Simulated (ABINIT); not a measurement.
The system is TiB2.

```
CELL_PARAMETERS angstrom
3.02920 0.00000 0.00000
-1.51460 2.62336 0.00000
0.00000 0.00000 3.22840
ATOMIC_POSITIONS crystal
Ti 0.00000 0.00000 0.00000
B 0.66667 0.33333 0.50000
B 0.33333 0.66667 0.50000
```

Base run:

| Quantity | Value |
| --- | --- |
| Program | ABINIT 10.8.3 (patched build) |
| Functional | PBE |
| Potentials or basis | PseudoDojo NC SR PBE v0.5 stringent |
| Cutoff | 1034 eV |
| k mesh | 8 × 8 × 6 |
| Occupations | fermi-dirac, width 0.05 eV |
| Spin | no spin polarisation |

Its results: band gap on the k mesh none (metal or under the smearing width); pressure -0.1 GPa.

Question: The run is repeated on the same cell with these changes: potentials or basis from PseudoDojo NC SR PBE v0.5 stringent to SPMS NC PBE v1.0; cutoff from 1034 eV to 707 eV. What comes out?

Answer: Band gap on the k mesh none (metal or under the smearing width); pressure -0.9 GPa.

Not every run made on this cell is shown here.
